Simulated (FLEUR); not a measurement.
# Ga (C2/c) in FLEUR: further runs

Aim: see how the results for Ga move with the level of theory and the settings. Levels: PBEsol, LDA. Tasks: single point, band structure.

All numbers are computed with FLEUR MaX-R8.1 (later development tree); they aren't measurements. Logs are shortened: lines on timing, memory, paths and dates and some standing lists are left out, and cuts for length are marked.

## Step 1: Starting point

It takes space group C2/c (No. 15, monoclinic). Conventional cell: a = 2.766 Å, b = 8.053 Å, c = 3.332 Å, α = 90.00°, β = 92.02°, γ = 90.00°. Ga (site symmetry 2) is surrounded by 8 Ga at 2.69 to 2.92 Å.

This isn't the form of Ga at room conditions, which is orthorhombic.

## Step 2: Single point, PBEsol, 17.80 Å³/atom (strain component 1 = -0.04)

Contents of inp.xml:

```xml
<?xml version="1.0" encoding="UTF-8" standalone="no"?>
<fleurInput fleurInputVersion="0.39">
   <comment>
      Ga                                                                                                  
   </comment>
   <calculationSetup>
      <cutoffs Kmax="4.36" Gmax="13.5" GmaxXC="13.5" numbands="0"/>
      <scfLoop itmax="60" minDistance="0.00001" maxIterBroyd="15" imix="Anderson" alpha="0.05" precondParam="0.0" spinf="2.0" sdNocoIR="T"/>
      <coreElectrons ctail="T" frcor="F" kcrel="0" coretail_lmax="0"/>
      <xcFunctional name="PBEs" relativisticCorrections="F"/>
      <magnetism jspins="1"/>
      <soc l_soc="F" theta="0.0" phi="0.0" spav="F"/>
      <expertModes spex="0" secvar="F"/>
      <geometryOptimization l_f="T" forcealpha="1.0" forcemix="BFGS" epsdisp="0.0005" epsforce="0.0002"/>
      <ldaU l_linMix="F" mixParam="0.05" spinf="1.0"/>
   </calculationSetup>
   <cell>
      <bzIntegration valenceElectrons="42.0" mode="hist" fermiSmearingEnergy="0.00183747">
         <kPointListSelection listName="default-1"/>
         <!-- k-points included here -->
         <xi:include xmlns:xi="http://www.w3.org/2001/XInclude" href="kpts.xml"> </xi:include>
      </bzIntegration>
      <!-- symmetry operations included here -->
      <xi:include xmlns:xi="http://www.w3.org/2001/XInclude" href="sym.xml"> </xi:include>
      <bulkLattice scale="1.0">
         <bravaisMatrix>
            <row-1>    2.5089515811089278    -7.6089822407019003     0.0000000000000000</row-1>
            <row-2>    2.5089515811089278     7.6089822407019003     0.0000000000000000</row-2>
            <row-3>   -0.2130658552095695     0.0000000000000000     6.2926546588662093</row-3>
         </bravaisMatrix>
      </bulkLattice>
   </cell>
   <atomSpecies>
      <species name="Gallium (Ga)" element="Ga" atomicNumber="31">
         <mtSphere radius="2.25" gridPoints="767" logIncrement="0.016"/>
         <atomicCutoffs lmax="9" lnonsphr="9"/>
         <electronConfig flipSpins="F">
            <coreConfig>(1s1/2) (2s1/2) (2p1/2) (2p3/2)</coreConfig>
            <valenceConfig>(3s1/2) (3p1/2) (3p3/2) (4s1/2) (3d3/2) (3d5/2) (4p1/2) (4p3/2)</valenceConfig>
            <stateOccupation state="(4p1/2)" spinUp="0.166667" spinDown="0.166667"/>
            <stateOccupation state="(4p3/2)" spinUp="0.333333" spinDown="0.333333"/>
         </electronConfig>
         <energyParameters s="4" p="4" d="3" f="4"/>
         <lo type="SCLO" l="0" n="3" eDeriv="0"/>
         <lo type="SCLO" l="1" n="3" eDeriv="0"/>
         <lo type="SCLO" l="1" n="3" eDeriv="1"/>
         <lo type="HELO" l="2" n="4" eDeriv="0"/>
         <lo type="HELO" l="2" n="4" eDeriv="1"/>
         <lo type="SCLO" l="3" n="4" eDeriv="2"/>
      </species>
   </atomSpecies>
   <atomGroups>
      <atomGroup species="Gallium (Ga)">
         <relPos label="                   1">.1310000000 -.1310000000 -1.000/4.000</relPos>
         <relPos label="                   2">-.1310000000 .1310000000 1.000/4.000</relPos>
         <force calculate="T" relaxXYZ="TTT"/>
      </atomGroup>
   </atomGroups>
   <output dos="F" band="F" slice="F">
      <checks vchk="F" cdinf="F"/>
      <bandDOS minEnergy="-.5*Htr" maxEnergy="0.5*Htr" sigma="0.015" storeEVData="T"/>
      <vacuumDOS vacdos="F" integ="F" star="F" nstars="0" locx1="0.0" locy1="0.0" locx2="0.0" locy2="0.0" nstm="0" tworkf="0.0"/>
      <unfoldingBand unfoldBand="F" supercellX="1" supercellY="1" supercellZ="1"/>
      <plotting iplot="0" polar="F">
         <plot TwoD="T" vec1="  1.0  0.0  0.0" vec2="  0.0  1.0  0.0" vec3="  0.0  0.0  1.0" zero="  0.0  0.0  0.0" file="plot"/>
      </plotting>
      <chargeDensitySlicing numkpt="0" minEigenval="0.0" maxEigenval="0.0" nnne="0" pallst="F"/>
      <specialOutput eonly="F"/>
      <moessbauerParams electricFieldGradient="T" isomerShift="T" coreHyperfine="T" valenceHyperfine="T"/>
      <magneticCircularDichroism mcd="F" energyLo="-10.0" energyUp="0.0"/>
   </output>
  <!-- We include the file relax.xml here to enable relaxations (see documentation) -->
  <xi:include xmlns:xi="http://www.w3.org/2001/XInclude" href="relax.xml"> <xi:fallback/> </xi:include>
</fleurInput>
```

Contents of crystal.txt:

```
Ga
&input cartesian=F /
1.3276800000  -4.0265000000  0.0000000000
1.3276800000  4.0265000000  0.0000000000
-0.1127495950  0.0000000000  3.3299294416
1.8897261246
1.0 1.0 1.0

2
31 0.1310000000  0.8690000000  0.7500000000
31 0.8690000000  0.1310000000  0.2500000000

&kpt div1=8 div2=8 div3=6 gamma=T /
```

Potentials or basis: all-electron, FLAPW.

On the command line:

```
$ inpgen -f crystal.txt -profile fastHighL
$ # inp.xml edited to the form shown
$ fleur_MPI
```

What it wrote:

```text
Welcome to FLEUR        (www.flapw.de)
      MaX-Release 8.1          (www.max-centre.eu)

 ========== k-point set info ==========
 Selected k-point list: default-1
 k-point list type: mesh
 8 x 8 x 6
 Number of k points: 114

 ------------Calculation Setup---------------------------
 Number of MPI-tasks      :            1
 Number of PE/node        :            1
 Number of OMP-threads    :            1
 Most efficient MPI parallelization for:
           1           2           3           6          19          38          57         114
 Additional eigenvalue parallelization possible
 Number of basis functions:          433
 Approximate size of matrices (H+S) per k-point:         0.003 GB
 --------------------------------------------------------
 Iteration:     1   Distance:       5.49103656 me/bohr^3
 Iteration:     2   Distance:       4.86940279 me/bohr^3
 Iteration:     3   Distance:       2.51880468 me/bohr^3
 Iteration:     4   Distance:       0.45913013 me/bohr^3
 Iteration:     5   Distance:       0.61379502 me/bohr^3
 Iteration:     6   Distance:       0.07933922 me/bohr^3
 Iteration:     7   Distance:       0.03145923 me/bohr^3
 Iteration:     8   Distance:       0.03953661 me/bohr^3
 Iteration:     9   Distance:       0.00164037 me/bohr^3
 Iteration:    10   Distance:       0.00267718 me/bohr^3
 Iteration:    11   Distance:       0.00005137 me/bohr^3
 Iteration:    12   Distance:       0.00002460 me/bohr^3
 Iteration:    13   Distance:       0.00000891 me/bohr^3
 Reset of history

 ********************************************************************
 Run finished successfully
 Stop message:
   Structural relaxation: new displacements generated
 ********************************************************************
```

out.xml (last iteration):

```text
<iteration numberForCurrentRun="   14" overallNumber="   14">
         <energyParameters units="Htr">
            <atomicEP atomType="1" spin="1" branch="4s" branchLowest="-5.00" branchHighest="1.13" value="0.0050216628"/>
            <atomicEP atomType="1" spin="1" branch="4p" branchLowest="-3.19" branchHighest="1.78" value="0.1963515553"/>
            <atomicEP atomType="1" spin="1" branch="3d" branchLowest="-9.99" branchHighest="-0.24" value="-0.2720544533"/>
            <atomicEP atomType="1" spin="1" branch="4f" branchLowest="-9.99" branchHighest="3.55" value="0.5457805999"/>
            <loAtomicEP atomType="1" spin="1" branch="3s" branchLowest="-45.91" branchHighest="-5.00" value="-5.0021575962"/>
            <loAtomicEP atomType="1" spin="1" branch="3p" branchLowest="-39.91" branchHighest="-3.19" value="-3.1994007869"/>
            <loAtomicEP atomType="1" spin="1" branch="3p" branchLowest="-39.91" branchHighest="-3.19" value="-3.1994007869"/>
            <heloAtomicEP atomType="1" spin="1" branch="4d" branchLowest="2.19" branchHighest="2.19" value="2.1916213786"/>
            <heloAtomicEP atomType="1" spin="1" branch="4d" branchLowest="2.19" branchHighest="2.19" value="2.1916213786"/>
            <loAtomicEP atomType="1" spin="1" branch="4f" branchLowest="-9.99" branchHighest="3.55" value="0.5457827517"/>
         </energyParameters>
         <eigenvalues>
            <eigenvaluesAt spin="1" ikpt="1" k_x="0.00000000" k_y="0.00000000" k_z="0.00000000">
                      -5.0021871013       -5.0021541641       -3.1983961374       -3.1982138392       -3.1976162704
                      -3.1973234677       -3.1972155898       -3.1971950509       -0.2894684229       -0.2885844565
                      -0.2885803153       -0.2868486394       -0.2740721013       -0.2740197282       -0.2733099198
                      -0.2728823171       -0.2728310114       -0.2680922118       -0.1557562573        0.1812990297
                       0.1979749357        0.3172598134        0.4597007650        0.6333109599        0.6590809883
                       0.6735297353        0.7004324439        0.7531473483        0.7716490694        0.7965918115
                       0.8670648606        1.1611639131        1.1887152963
            </eigenvaluesAt>
            <eigenvaluesAt spin="1" ikpt="2" k_x="0.00000000" k_y="0.00000000" k_z="0.16666667">
                      -5.0021848459       -5.0021563248       -3.1983871334       -3.1982293778       -3.1975966212
                      -3.1973430670       -3.1972141616       -3.1971963743       -0.2900557130       -0.2885817445
                      -0.2871295686       -0.2851444657       -0.2754954380       -0.2754142270       -0.2736817784
                      -0.2716023706       -0.2715867551       -0.2698544735       -0.1416301096        0.1665629603
                       0.1978068272        0.2682923399        0.5488641297        0.5490299740        0.5777518072
                       0.6854041539        0.7108770256        0.8024837799        0.8171266231        0.8916063787
                       0.9337811659        1.0584937503        1.0770524361
            </eigenvaluesAt>
            <eigenvaluesAt spin="1" ikpt="3" k_x="0.00000000" k_y="0.00000000" k_z="0.33333333">
                      -5.0021786395       -5.0021621709       -3.1983595418       -3.1982687958       -3.1975418359
                      -3.1973958006       -3.1972099488       -3.1971997408       -0.2901364587       -0.2888289807
                      -0.2839418265       -0.2814245025       -0.2769894589       -0.2768665418       -0.2756062344
                      -0.2736533938       -0.2704207721       -0.2703803747       -0.0990852113        0.0661541644
                       0.2458614754        0.2861342970        0.4253940477        0.4369288641        0.7166278547
                       0.7364041446        0.7710436391        0.8381828725        0.8620096479        0.9458637192
                       0.9743467989        0.9930237764        1.0364719222
            </eigenvaluesAt>
            <eigenvaluesAt spin="1" ikpt="4" k_x="0.00000000" k_y="0.00000000" k_z="0.50000000">
                      -5.0021703074       -5.0021703074       -3.1983172540       -3.1983172540       -3.1974680447
                      -3.1974680447       -3.1972045809       -3.1972045809       -0.2894972038       -0.2894972038
                      -0.2799429610       -0.2799429610       -0.2774917910       -0.2774917910       -0.2771422237
                      -0.2771422237       -0.2699835512       -0.2699835512       -0.0287031393       -0.0287031393
                       0.3208133864        0.3208133864        0.3490061987        0.3490061987        0.7465511938
                       0.7465511938        0.8890951339        0.8890951339        0.9098420350        0.9098420350
                       0.9476695241        0.9476695241        1.0095378269
            </eigenvaluesAt>
         </eigenvalues>
         <bandgap value="0.0284218889" units="eV"/>
         <sumValenceSingleParticleEnergies value="-63.3704131474" units="Htr"/>
         <FermiEnergy value="0.2666114100" units="Htr"/>
         <valenceDensity>
            <mtCharges spin="1">
               <mtCharge atomType="1" total="19.3403959" s="2.8733422" p="6.5592968" d="9.9008221" f="0.0060961"/>
            </mtCharges>
            <spinDependentCharge spin="1" total="42.0000000" interstitial="3.3192082" mtSpheres="38.6807918"/>
            <totalCharge value="42.0000000000"/>
         </valenceDensity>
         <coreStates atomType="     1" atomicNumber=" 31" spin="1" kinEnergy="   1693.8343600519" eigValSum="  -1081.5624826387" lostElectrons=" 0.000000">
            <state n="1" l="0" j="0.5" energy="-375.0957706621" weight="1.0000000000"/>
            <state n="2" l="0" j="0.5" energy="-45.9076963165" weight="1.0000000000"/>
            <state n="2" l="1" j="0.5" energy="-40.6025904747" weight="1.0000000000"/>
            <state n="2" l="1" j="1.5" energy="-39.5875919330" weight="2.0000000000"/>
         </coreStates>
         <allElectronCharges>
            <spinDependentCharge spin="1" total="62.0000000" interstitial="3.3192082" mtSpheres="58.6807918"/>
            <totalCharge value="62.0000000003"/>
         </allElectronCharges>
         <moessbauerParams unitsHFF="kG" unitsIS="e/bohr^3" unitsEFG="Htr/bohr^2">
            <coreIsomerShift atomType="1" isTotal="27949.34526">
               <shell n="1" l="0" isomerShift="25400.30709"/>
               <shell n="2" l="0" isomerShift="2528.36354"/>
               <shell n="2" l="1" isomerShift="20.67463"/>
            </coreIsomerShift>
            <isomerShift atomType="1" nucleusRadius="0.0000972" averageDensity="28352.00833"/>
            <electricFieldGradient atomType="1" VXX="-0.11803" VYY="-0.22971" VZZ="0.34774" asymParam="0.32117">
            </electricFieldGradient>
         </moessbauerParams>
         <totalEnergy                                    value="    -3885.3029951333" units="Htr">
            <sumOfEigenvalues                            value="    -2226.4953784247">
               <coreElectrons value="-2163.1249652773"/>
               <valenceElectrons value="-63.3704131474"/>
            </sumOfEigenvalues>
            <densityCoulombPotentialIntegral value="-5992.9987486200"/>
            <densityEffectivePotentialIntegral value="-6187.6142861010"/>
            <chargeDenXCDenIntegral value="-148.3988158831"/>
            <FockExchangeEnergyValence value="0.0000000000"/>
            <FockExchangeEnergyCore value="0.0000000000"/>
            <atomTypeDependentContributions atomType="1">
               <electronNucleiInteractionDifferentMTs value="4672.7222953906"/>
               <MadelungTerm value="-28.8014172259"/>
            </atomTypeDependentContributions>
            <tkbTimesEntropy value="0.0001607958"/>
            <freeEnergy value="-3885.3031559291"/>
            <extrapolationTo0K value="-3885.3030755312"/>
         </totalEnergy>
         <totalForcesOnRepresentativeAtoms units="Htr/bohr">
            <forceTotal atomType="1" x="0.053266" y="-1.993553" z="-1.573164" F_x="0.00000000" F_y="-0.00225621" F_z="0.00000000"/>
         </totalForcesOnRepresentativeAtoms>
      </iteration>
```

It took 2 min on 1 thread of Intel Xeon 6975P-C (Granite Rapids), shared host; peak memory 0.09 GiB.

What came out:

```yaml
Free_energy: -105724.4849 eV
Largest_force: 0.116 eV/Å
Band_gap_on_the_k_mesh: none (metal or under the smearing width)
Valence_electrons_inside_the_program's_atomic_spheres: Ga 19.34 (radii Ga 2.25 bohr)
```

## Step 3: Single point, PBEsol, 18.17 Å³/atom (strain component 1 = -0.02)

Edit inp.xml of step 2 so:

```diff
@@ -26,5 +26,5 @@
          <bravaisMatrix>
-            <row-1>    2.5089515811089278    -7.6089822407019003     0.0000000000000000</row-1>
-            <row-2>    2.5089515811089278     7.6089822407019003     0.0000000000000000</row-2>
-            <row-3>   -0.2130658552095695     0.0000000000000000     6.2926546588662093</row-3>
+            <row-1>    2.5612214057153637    -7.6089822407019003     0.0000000000000000</row-1>
+            <row-2>    2.5612214057153637     7.6089822407019003     0.0000000000000000</row-2>
+            <row-3>   -0.2175047272009761     0.0000000000000000     6.2926546588662093</row-3>
          </bravaisMatrix>
@@ -34,3 +34,3 @@
       <species name="Gallium (Ga)" element="Ga" atomicNumber="31">
-         <mtSphere radius="2.25" gridPoints="767" logIncrement="0.016"/>
+         <mtSphere radius="2.25" gridPoints="777" logIncrement="0.016"/>
          <atomicCutoffs lmax="9" lnonsphr="9"/>
```

Contents of crystal.txt:

```
Ga
&input cartesian=F /
1.3553400000  -4.0265000000  0.0000000000
1.3553400000  4.0265000000  0.0000000000
-0.1150985449  0.0000000000  3.3299294416
1.8897261246
1.0 1.0 1.0

2
31 0.1310000000  0.8690000000  0.7500000000
31 0.8690000000  0.1310000000  0.2500000000

&kpt div1=8 div2=8 div3=6 gamma=T /
```

Potentials or basis: all-electron, FLAPW.

On the command line:

```
$ inpgen -f crystal.txt -profile fastHighL
$ # inp.xml edited to the form shown
$ fleur_MPI
```

Run time: 2 min. Hardware: 1 thread of Intel Xeon 6975P-C (Granite Rapids), shared host; peak memory 0.09 GiB.

The run converged. Its results:

| Property | Result |
| --- | --- |
| Free energy | -105724.4831 eV |
| Largest force | 0.174 eV/Å |
| Band gap on the k mesh | none (metal or under the smearing width) |
| Valence electrons inside the program's atomic spheres | Ga 19.32 (radii Ga 2.25 bohr) |

(Continued in part 2 of 2.)
